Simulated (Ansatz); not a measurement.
H started in the widest void in rocksalt MgO, 65 atoms, charge −1

All numbers come from Ansatz (PAW, plane waves, no spin–orbit coupling) at the single k point (¼, ¼, ¼) without its symmetry partners. The atoms were relaxed with PBEsol in a fixed cell; other functionals are single points on those atoms unless said otherwise. The valence top and gap of the host come from its small cell on a dense mesh, with the band extrema sought between the mesh points, lined up by the mean potential, PBEsol gap 4.62 eV, HSE06 gap 6.46 eV, r²SCAN gap 5.61 eV. The charge correction uses an assumed dielectric constant of 9.8.

Cell: a = 8.429 Å, b = 8.429 Å, c = 8.429 Å, α = 90.00°, β = 90.00°, γ = 90.00°.

Nearest atoms after relaxation, from the placed atom (for vacancies from the middle of the vacant sites): Mg at 1.77 Å, Mg at 1.78 Å, Mg at 1.78 Å, Mg at 1.78 Å, O at 2.08 Å, O at 2.08 Å, O at 2.08 Å, O at 2.09 Å.

Chemical potentials μ are those of reference phases of the elements at zero temperature by the same functional (the usual solids, diamond for C, grey Sn, and the molecules H2, N2, O2, F2, Cl2, Br2 and S8).

| functional | E(defect) − E(host) − Σ nμ + q·E_VBM (eV) | monopole (eV) | alignment (eV) | formation energy at E_F = VBM (eV) | moment (μB) | wall time, shared host |
| --- | --- | --- | --- | --- | --- | --- |
| PBEsol | 6.72 | 0.25 | -0.04 | 6.93 | 0 (no spin) | 36 s on 7 threads of Neoverse-V2 (relaxation) |
| HSE06 | 8.02 | 0.25 | -0.04 | 8.23 | 0 (no spin) | 3.7 min on 7 threads of Neoverse-V2 |
| r²SCAN | 7.27 | 0.25 | -0.03 | 7.49 | 0 (no spin) | 30 s on 7 threads of Neoverse-V2 |

How does the monopole term follow by hand for this cubic cell?

q²·α·e²/(4πε₀)/(2εL) with the Madelung constant α = 2.837 and e²/4πε₀ = 14.40 eV·Å: 1 × 2.837 × 14.40 / (2 × 9.8 × 8.429) = 0.25 eV.

HSE06 one-electron levels near the gap (the ten most localised at most), from the host's valence top, not corrected for the charge's images:

| level (eV) | spin | filling | atoms sharing it | element of the atom with most weight |
| --- | --- | --- | --- | --- |
| -0.08 | both | 2.00 | 29.1 | spread |
| -0.08 | both | 2.00 | 29.1 | spread |
| 2.82 | both | 2.00 | 4.9 | H |

r²SCAN one-electron levels near the gap (the ten most localised at most), from the host's valence top, not corrected for the charge's images:

| level (eV) | spin | filling | atoms sharing it | element of the atom with most weight |
| --- | --- | --- | --- | --- |
| -0.29 | both | 2.00 | 18.8 | O |
| -0.29 | both | 2.00 | 18.8 | O |
| -0.06 | both | 2.00 | 25.7 | spread |
| -0.06 | both | 2.00 | 25.8 | spread |
| 2.73 | both | 2.00 | 5.0 | H |

All elements are taken at their own reference at once; growth conditions in equilibrium with the host shift these energies, by up to the host's formation enthalpy.

One k point and a cell of this size can leave errors of several tenths of an eV in such numbers.
